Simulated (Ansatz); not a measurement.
# fcc Cu(100) / fcc Al(100) interface: transmission and 2AR, part 2 of 3

Aim: the specific resistance of the fcc Cu(100) / fcc Al(100) interface.

Ansatz 0.2.0; Ansatz plane-wave DFT, PBE, PAW files; ballistic transport by layer matching (Landauer), zero bias; PAW set soft_1 (the session's first sound run).

So far, transmission per spin nearest the Fermi level: step 2 (transmission: PBE) 0.852.

**4. Transmission: PBE, coarse mesh, least span asked of the mesh across the current 40 Å**

The same cell on a mesh a third as fine shows what a quick run would give. To save time only the energies from -0.06 to 0.06 eV are solved. The mesh is 16×16 and the cutoff, the files' own for this level, 420 eV.

This step: Ansatz plane-wave DFT, PBE, PAW files; ballistic transport by layer matching (Landauer), zero bias; PAW set soft_1 (Ansatz 0.2.0).

Input file input.yaml:

```yaml
crystal:
  lattice:
    - [2.7092548834, 0.0, 0.0]
    - [0.0, 2.7092548834, 0.0]
    - [0.0, 0.0, 38.6816721314]
  atoms:
    - { symbol: Cu, position: [0.0, 0.0, 0.0258520365] }
    - { symbol: Cu, position: [0.5, 0.5, 0.0674474578] }
    - { symbol: Cu, position: [0.0, 0.0, 0.1090428792] }
    - { symbol: Cu, position: [0.5, 0.5, 0.1506383005] }
    - { symbol: Cu, position: [0.0, 0.0, 0.1922337219] }
    - { symbol: Cu, position: [0.5, 0.5, 0.2338291432] }
    - { symbol: Cu, position: [0.0, 0.0, 0.2754245646] }
    - { symbol: Cu, position: [0.5, 0.5, 0.3170199859] }
    - { symbol: Cu, position: [0.0, 0.0, 0.3586154073] }
    - { symbol: Cu, position: [0.5, 0.5, 0.4002108286] }
    - { symbol: Al, position: [0.0, 0.0, 0.4502108286] }
    - { symbol: Al, position: [0.5, 0.5, 0.5086154073] }
    - { symbol: Al, position: [0.0, 0.0, 0.5670199859] }
    - { symbol: Al, position: [0.5, 0.5, 0.6254245646] }
    - { symbol: Al, position: [0.0, 0.0, 0.6838291432] }
    - { symbol: Al, position: [0.5, 0.5, 0.7422337219] }
    - { symbol: Al, position: [0.0, 0.0, 0.8006383005] }
    - { symbol: Al, position: [0.5, 0.5, 0.8590428792] }
    - { symbol: Al, position: [0.0, 0.0, 0.9174474578] }
    - { symbol: Al, position: [0.5, 0.5, 0.9758520365] }
kpoints:
  mp_grid: { grid: [14, 14, 1] }
hamiltonian:
  xc: pbe
  pseudopotentials: { kind: paw, azcp: { folder: soft_1 } }
scf:
  occupations: { method: fermi_dirac, width: 0.1 }
output:
  transmission:
    leads: [[4, 5], [14, 15]]
    kmesh: [16, 16]
    e_range: [-0.06, 0.06]
    de: 0.04
  write_potential: true
  write_density: true
  volumetric_format: npy
```

Started as:

```
ansatz run input.yaml --threads 4 --pin off --max-ram 15360MiB --backend cpu --events-out ev --progress --plain --runs-dir out
```

Numbers of over 12 decimals in the logs are rounded to 6 here.

The log of the run:

```text
[...]
Crystal: 20 atoms, lattice volume = 283.926 Å³
Basis set: ecut = 420 eV, 5677 PW (Γ)
Bands: 132, of which v1, the nominal top of the filled ones, is band 110 counted from 1 (109 counted from 0)
Symmetry: 16 space group operations
[...]
k-points: 36 of 196
[...]
SCF iter   1: F=—  HF=-71649.390633 eV  |F-HF|=—  |Δ(HF+E_count)|=         —  Δρ=3.51e-1  dr2=3.21e3  ethr=3.10e-3  ⟨swp⟩=6.9  Hψ=18950  notcnv=0  defer=30
[...]
SCF iter  17: F=-71626.541903 eV  HF=-71626.541903 eV  |F-HF|=9.24e-9  |Δ(HF+E_count)|=   8.48e-9  Δρ=6.12e-7  dr2=8.79e-9  ethr=4.55e-11  ⟨swp⟩=9.3  Hψ=15124  notcnv=0
SCF 1 converged in 17 iterations: F = -71626.541903 eV  dr2 = 8.79e-9
[...]
transmission: 129 of 1260 steps passed
transmission: 252 of 1260 steps passed
[...]
transmission: 1260 of 1260 steps passed
SCF converged after 17 iterations
Free energy (F): -71626.541903 eV
[...]
Internal energy: -71626.307764 eV  (E = F + TS)
E sigma→0 (E₀):  -71626.424834 eV
Entropy (-TS):   -0.234139 eV (-11.707 meV/atom)
Fermi energy:    11.396636 eV
[...]
--- Band table (eV; the first three rows and the last of 36) ---
  k-point 0: bands = [... 106 lower, 9.8586, 9.9596, 10.1857, 11.4118, 11.7870, 13.1998, 13.6499, 14.9634, ... 18 higher]
  k-point 1: bands = [... 106 lower, 9.8634, 10.1270, 10.3171, 11.5748, 11.9118, 13.3614, 13.7687, 15.1447, ... 18 higher]
  k-point 2: bands = [... 106 lower, 9.8585, 10.4944, 10.6383, 11.9898, 12.2489, 13.7944, 14.0965, 14.4488, ... 18 higher]
  k-point 35: bands = [... 106 lower, 11.5623, 11.5623, 11.6977, 11.6977, 11.9510, 11.9510, 12.3717, 12.3717, ... 18 higher]
--- Transmission ---
  basis      : 69 plane waves across, 28 finite elements along
  points     : 45, standing for a mesh of 16 x 16
[...]
channels       : 1.050781e0 a spin
    conductance    : none, the energies end too early or step too widely for 300 K: set another output.transmission.e_range or a lower de, or, where they end at an eighth of basis.ecutwfc, a higher one
    slowest decay  : 0.1015 /Å at (0.5000, 0.4375)
[...]
channels       : 1.644531e0 a spin
[...]
junction   : crystal 0 to crystal 1, 8.94 to 26.02 Å
    transmission   : 8.580151e-1 a spin
[...]
```

It took 43 s on 4 threads of Arm Neoverse V1, shared host; peak memory 1.6 GiB.

The run finished; it serves as a test, and its numbers are not taken as the result.

**5. Resistance: PBE, coarse mesh**

This step: Ansatz plane-wave DFT, PBE, PAW files; ballistic transport by layer matching (Landauer), zero bias; specific resistance of one interface, 1/T less the mean of the leads' 1/N; PAW set soft_1 (Ansatz 0.2.0).

This step gave:

```yaml
area_resistance: 0.3722 fΩ m²
t_over_the_leads_mean_channel_count: 0.6354
twice_the_interface_resistance_2ar_or_2ar_star_for_magnets: 0.7445 fΩ m²
```

Twice the interface resistance is 0.744 fΩ m² here, against 0.729 in the first run; 63.5 % of the two leads' mean channel count pass, 63.5 % before.

**6. Transmission: LDA**

The functional changes to LDA at the same atoms, which shifts d bands against the Fermi level. To save time only the energies from -0.06 to 0.06 eV are solved. The mesh is 46×46 and the cutoff, the files' own for this level, 420 eV.

This step: Ansatz plane-wave DFT, LDA, PAW files; ballistic transport by layer matching (Landauer), zero bias; PAW set soft_1 (Ansatz 0.2.0).

Edit input.yaml of step 4 so:

```diff
@@ -29,4 +29,4 @@
 hamiltonian:
-  xc: pbe
-  pseudopotentials: { kind: paw, azcp: { folder: soft_1 } }
+  xc: lda
+  pseudopotentials: { kind: paw, azcp: { folder: soft_1 }, xc_functional: pbe }
 scf:
@@ -36,3 +36,3 @@
     leads: [[4, 5], [14, 15]]
-    kmesh: [16, 16]
+    kmesh: [46, 46]
     e_range: [-0.06, 0.06]
```

The log of the run:

```text
[...]
Crystal: 20 atoms, lattice volume = 283.926 Å³
Basis set: ecut = 420 eV, 5677 PW (Γ)
Bands: 132, of which v1, the nominal top of the filled ones, is band 110 counted from 1 (109 counted from 0)
Symmetry: 16 space group operations
[...]
k-points: 36 of 196
[...]
SCF iter   1: F=—  HF=-70710.046533 eV  |F-HF|=—  |Δ(HF+E_count)|=         —  Δρ=3.68e-1  dr2=3.10e3  ethr=3.10e-3  ⟨swp⟩=6.9  Hψ=18895  notcnv=0  defer=29
[...]
SCF iter  17: F=-70685.200827 eV  HF=-70685.200827 eV  |F-HF|=2.56e-8  |Δ(HF+E_count)|=   1.16e-8  Δρ=2.19e-6  dr2=1.71e-8  ethr=4.55e-11  ⟨swp⟩=8.0  Hψ=15232  notcnv=0
SCF 1 converged in 17 iterations: F = -70685.200827 eV  dr2 = 1.71e-8
[...]
transmission: 840 of 8400 steps passed
transmission: 1680 of 8400 steps passed
[...]
transmission: 8400 of 8400 steps passed
SCF converged after 17 iterations
Free energy (F): -70685.200827 eV
[...]
Internal energy: -70684.965926 eV  (E = F + TS)
E sigma→0 (E₀):  -70685.083377 eV
Entropy (-TS):   -0.234901 eV (-11.745 meV/atom)
Fermi energy:    11.085781 eV
[...]
--- Band table (eV; the first three rows and the last of 36) ---
  k-point 0: bands = [... 106 lower, 9.5240, 9.6387, 9.8627, 11.0938, 11.4642, 12.8762, 13.3243, 14.6309, ... 18 higher]
  k-point 1: bands = [... 106 lower, 9.5295, 9.8057, 9.9948, 11.2567, 11.5896, 13.0379, 13.4435, 14.8125, ... 18 higher]
  k-point 2: bands = [... 106 lower, 9.5258, 10.1752, 10.3178, 11.6726, 11.9285, 13.4729, 13.7752, 14.1258, ... 18 higher]
  k-point 35: bands = [... 106 lower, 11.2498, 11.2498, 11.4019, 11.4019, 11.6498, 11.6498, 12.0732, 12.0732, ... 18 higher]
--- Transmission ---
  basis      : 69 plane waves across, 28 finite elements along
  points     : 300, standing for a mesh of 46 x 46
[...]
channels       : 1.036389e0 a spin
[...]
slowest decay  : 0.0389 /Å at (0.5000, 0.3913)
[...]
channels       : 1.663989e0 a spin
[...]
junction   : crystal 0 to crystal 1, 8.94 to 26.02 Å
    transmission   : 8.644950e-1 a spin
[...]
```

The job ended after 88 s (4 threads; peak memory 1.6 GiB; 5.6 min of CPU time).

Numbers from this step:

```
free energy                        : -70685.2008 eV
energy at zero smearing            : -70685.0834 eV
Fermi energy                       : 11.09 eV
step of the upper lead's potential : 10.4 meV
```

Per spin. Transmission, zone mean against energy, zero at the Fermi level:

| energy (eV) | transmission, zone mean |
| --- | --- |
| -0.0600 | 0.861 |
| -0.0200 | 0.864 |
| 0.0200 | 0.872 |
| 0.0600 | 0.879 |

Over the solved energies the transmission per spin lies between 0.861 and 0.879, out of 1.04 channels of the lead on average (up to 1.06).

**7. Resistance: LDA**

This step: Ansatz plane-wave DFT, LDA, PAW files; ballistic transport by layer matching (Landauer), zero bias; specific resistance of one interface, 1/T less the mean of the leads' 1/N; PAW set soft_1 (Ansatz 0.2.0).

This step gave:

- area resistance: 0.3516 fΩ m²
- T over the leads' mean channel count: 0.6410
- twice the interface resistance (2AR, or 2AR* for magnets): 0.7032 fΩ m²

Twice the interface resistance is 0.703 fΩ m² here, against 0.729 in the first run; 64.1 % of the two leads' mean channel count pass, 63.5 % before.

**8. Transmission: r2SCAN, cutoff 500 eV**

The same with r2SCAN, the dearer rung. To save time only the energies from -0.06 to 0.06 eV are solved. The mesh is 46×46 and the cutoff, the files' own for this level, 500 eV.

This step: Ansatz plane-wave DFT, r2SCAN, PAW files; ballistic transport by layer matching (Landauer), zero bias; PAW set soft_1 (Ansatz 0.2.0).

Edit input.yaml of step 6 so:

```diff
@@ -29,4 +29,4 @@
 hamiltonian:
-  xc: lda
-  pseudopotentials: { kind: paw, azcp: { folder: soft_1 }, xc_functional: pbe }
+  xc: r2scan
+  pseudopotentials: { kind: paw, azcp: { folder: soft_1 } }
 scf:
```

The log of the run:

```text
[...]
Crystal: 20 atoms, lattice volume = 283.926 Å³
Basis set: ecut = 500 eV, 7025 PW (Γ), exchange–correlation on 80×80×1152 points (64 copies of the dense FFT grid, shifted against one another)
Bands: 132, of which v1, the nominal top of the filled ones, is band 110 counted from 1 (109 counted from 0)
Symmetry: 16 space group operations
[...]
k-points: 36 of 196
[...]
SCF iter   1: F=—  HF=-71728.556609 eV  |F-HF|=—  |Δ(HF+E_count)|=         —  Δρ=2.48e-1  dr2=1.43e3  dr2_τ=2.53e-1  ethr=3.10e-3  ⟨swp⟩=6.2  Hψ=18442  notcnv=0  defer=55
[...]
SCF iter  19: F=-71716.095184 eV  HF=-71716.095184 eV  |F-HF|=3.12e-8  |Δ(HF+E_count)|=   7.47e-9  Δρ=2.24e-6  dr2=4.66e-8  dr2_τ=6.13e-11  ethr=4.55e-11  ⟨swp⟩=9.5  Hψ=15885  notcnv=0
SCF 1 converged in 19 iterations: F = -71716.095184 eV  dr2 = 4.66e-8
[...]
transmission: 900 of 9000 steps passed
transmission: 1800 of 9000 steps passed
[...]
transmission: 9000 of 9000 steps passed
SCF converged after 19 iterations
Free energy (F): -71716.095184 eV
[...]
Internal energy: -71715.875269 eV  (E = F + TS)
E sigma→0 (E₀):  -71715.985226 eV
Entropy (-TS):   -0.219914 eV (-10.996 meV/atom)
Fermi energy:    11.323137 eV
[...]
--- Band table (eV; the first three rows and the last of 36) ---
  k-point 0: bands = [... 106 lower, 9.7001, 9.8346, 10.0755, 11.3714, 11.7669, 13.2619, 13.7330, 15.1212, ... 18 higher]
  k-point 1: bands = [... 106 lower, 9.7031, 10.0068, 10.2091, 11.5394, 11.8949, 13.4282, 13.8553, 15.3071, ... 18 higher]
  k-point 2: bands = [... 106 lower, 9.6955, 10.3862, 10.5411, 11.9673, 12.2408, 13.8712, 14.1847, 14.5826, ... 18 higher]
  k-point 35: bands = [... 106 lower, 11.4889, 11.4889, 11.6374, 11.6374, 11.8598, 11.8598, 12.2707, 12.2707, ... 18 higher]
--- Transmission ---
  basis      : 69 plane waves across, 30 finite elements along
  points     : 300, standing for a mesh of 46 x 46
[...]
channels       : 1.030718e0 a spin
[...]
slowest decay  : 0.0477 /Å at (0.5000, 0.3913)
[...]
channels       : 1.626181e0 a spin
[...]
junction   : crystal 0 to crystal 1, 8.94 to 26.02 Å
    transmission   : 8.260453e-1 a spin
[...]
```

The job ended after 2.5 min (4 threads; peak memory 2.3 GiB; 9.7 min of CPU time).

Numbers from this step:

| Item | Value |
| --- | --- |
| free energy | -71716.0952 eV |
| energy at zero smearing | -71715.9852 eV |
| Fermi energy | 11.32 eV |
| step of the upper lead's potential | 11.4 meV |

Per spin. Transmission, zone mean against energy, zero at the Fermi level:

| energy (eV) | transmission, zone mean |
| --- | --- |
| -0.0600 | 0.821 |
| -0.0200 | 0.826 |
| 0.0200 | 0.830 |
| 0.0600 | 0.822 |

Over the solved energies the transmission per spin lies between 0.821 and 0.830, out of 1.04 channels of the lead on average (up to 1.05).

**9. Resistance: r2SCAN**

This step: Ansatz plane-wave DFT, r2SCAN, PAW files; ballistic transport by layer matching (Landauer), zero bias; specific resistance of one interface, 1/T less the mean of the leads' 1/N; PAW set soft_1 (Ansatz 0.2.0).

This step gave:

- area resistance: 0.4001 fΩ m²
- T over the leads' mean channel count: 0.6198
- twice the interface resistance (2AR, or 2AR* for magnets): 0.8002 fΩ m²

Twice the interface resistance is 0.800 fΩ m² here, against 0.729 in the first run; 62.0 % of the two leads' mean channel count pass, 63.5 % before.

**10. Transmission: PBE on the lower metal's lattice, k-mesh 15×15×1, in plane spacing 2.5562 Å**

The common lattice is now the lower metal's own, which puts all the misfit on the upper one. To save time only the energies from -0.06 to 0.06 eV are solved. The mesh is 48×48 and the cutoff, the files' own for this level, 420 eV.

This step: Ansatz plane-wave DFT, PBE, PAW files; ballistic transport by layer matching (Landauer), zero bias; PAW set soft_1 (Ansatz 0.2.0).

The cell differs from the one that the last finished run ended in (a 2.709 → 2.556 Å, b 2.709 → 2.556 Å, c 38.682 → 43.454 Å).

Input file input.yaml:

```yaml
crystal:
  lattice:
    - [2.5561627297, 0.0, 0.0]
    - [0.0, 2.5561627297, 0.0]
    - [0.0, 0.0, 43.4538211563]
  atoms:
    - { symbol: Cu, position: [0.0, 0.0, 0.0230129359] }
    - { symbol: Cu, position: [0.5, 0.5, 0.0646083572] }
    - { symbol: Cu, position: [0.0, 0.0, 0.1062037786] }
    - { symbol: Cu, position: [0.5, 0.5, 0.1477991999] }
    - { symbol: Cu, position: [0.0, 0.0, 0.1893946213] }
    - { symbol: Cu, position: [0.5, 0.5, 0.2309900426] }
    - { symbol: Cu, position: [0.0, 0.0, 0.2725854639] }
    - { symbol: Cu, position: [0.5, 0.5, 0.3141808853] }
    - { symbol: Cu, position: [0.0, 0.0, 0.3557763066] }
    - { symbol: Cu, position: [0.5, 0.5, 0.397371728] }
    - { symbol: Al, position: [0.0, 0.0, 0.447371728] }
    - { symbol: Al, position: [0.5, 0.5, 0.5057763066] }
    - { symbol: Al, position: [0.0, 0.0, 0.5641808853] }
    - { symbol: Al, position: [0.5, 0.5, 0.6225854639] }
    - { symbol: Al, position: [0.0, 0.0, 0.6809900426] }
    - { symbol: Al, position: [0.5, 0.5, 0.7393946213] }
    - { symbol: Al, position: [0.0, 0.0, 0.7977991999] }
    - { symbol: Al, position: [0.5, 0.5, 0.8562037786] }
    - { symbol: Al, position: [0.0, 0.0, 0.9146083572] }
    - { symbol: Al, position: [0.5, 0.5, 0.9730129359] }
kpoints:
  mp_grid: { grid: [15, 15, 1] }
hamiltonian:
  xc: pbe
  pseudopotentials: { kind: paw, azcp: { folder: soft_1 } }
scf:
  occupations: { method: fermi_dirac, width: 0.1 }
output:
  transmission:
    leads: [[4, 5], [14, 15]]
    kmesh: [48, 48]
    e_range: [-0.06, 0.06]
    de: 0.04
  write_potential: true
  write_density: true
  volumetric_format: npy
```

The log of the run:

```text
[...]
Crystal: 20 atoms, lattice volume = 283.926 Å³
Basis set: ecut = 420 eV, 5565 PW (Γ)
Bands: 132, of which v1, the nominal top of the filled ones, is band 110 counted from 1 (109 counted from 0)
Symmetry: 16 space group operations
[...]
k-points: 36 of 225
[...]
SCF iter   1: F=—  HF=-71648.567419 eV  |F-HF|=—  |Δ(HF+E_count)|=         —  Δρ=3.65e-1  dr2=4.47e3  ethr=3.10e-3  ⟨swp⟩=7.2  Hψ=19238  notcnv=0  defer=29
[...]
SCF iter  17: F=-71624.325645 eV  HF=-71624.325645 eV  |F-HF|=4.11e-8  |Δ(HF+E_count)|=   1.63e-8  Δρ=3.09e-6  dr2=3.68e-8  ethr=4.55e-11  ⟨swp⟩=2.0  Hψ=8862  notcnv=0
SCF 1 converged in 17 iterations: F = -71624.325645 eV  dr2 = 3.68e-8
[...]
transmission: 1107 of 11050 steps passed
transmission: 2210 of 11050 steps passed
[...]
transmission: 11050 of 11050 steps passed
SCF converged after 17 iterations
Free energy (F): -71624.325645 eV
[...]
Internal energy: -71624.081573 eV  (E = F + TS)
E sigma→0 (E₀):  -71624.203609 eV
Entropy (-TS):   -0.244072 eV (-12.204 meV/atom)
Fermi energy:    11.342181 eV
[...]
--- Band table (eV; the first three rows and the last of 36) ---
  k-point 0: bands = [... 106 lower, 9.6735, 9.6735, 9.6849, 9.8028, 9.8028, 10.8579, 11.0876, 12.1751, ... 18 higher]
  k-point 1: bands = [... 106 lower, 9.6376, 9.7166, 9.7993, 9.9175, 9.9890, 11.1216, 11.2377, 12.4299, ... 18 higher]
  k-point 2: bands = [... 106 lower, 9.6730, 9.7412, 9.7800, 10.3201, 10.4522, 11.6268, 11.6620, 13.0423, ... 18 higher]
  k-point 35: bands = [... 106 lower, 12.4341, 12.6383, 12.8860, 12.9718, 13.1126, 13.1436, 13.1501, 13.2259, ... 18 higher]
--- Transmission ---
  basis      : 61 plane waves across, 34 finite elements along
  points     : 325, standing for a mesh of 48 x 48
[...]
channels       : 9.171007e-1 a spin
[...]
slowest decay  : 0.0855 /Å at (0.4583, 0.3750)
[...]
channels       : 1.482205e0 a spin
[...]
slowest decay  : 0.0109 /Å at (0.4792, 0.4583)
  junction   : crystal 0 to crystal 1, 9.83 to 29.02 Å
    transmission   : 7.908807e-1 a spin
[...]
```

The job ended after 82 s (4 threads; peak memory 1.6 GiB; 5.2 min of CPU time).

This step gave:

* free energy: -71624.3256 eV
* energy at zero smearing: -71624.2036 eV
* Fermi energy: 11.34 eV
* cell area: 6.534 Å²
* step of the lead's potential: 0.5 meV
* step of the upper lead's potential: 6.8 meV

Per spin. The transmission, zone mean by energy, zero at the Fermi level:

| energy (eV) | transmission, zone mean |
| --- | --- |
| -0.0600 | 0.794 |
| -0.0200 | 0.791 |
| 0.0200 | 0.785 |
| 0.0600 | 0.782 |

Over the solved energies the transmission per spin lies between 0.782 and 0.794, out of 0.914 channels of the lead on average (up to 0.917).

(Continued in part 3 of 3.)

[Logs are printed without paths, hosts, clocks, repeated set-up lines and the standing remarks that a program may print on its own settings, such as how far it seeks lower states.]

[Hosts, paths, dates, database ids (printed as entryN), source tags and the programs' standing remarks are cut or masked in the printed files.]
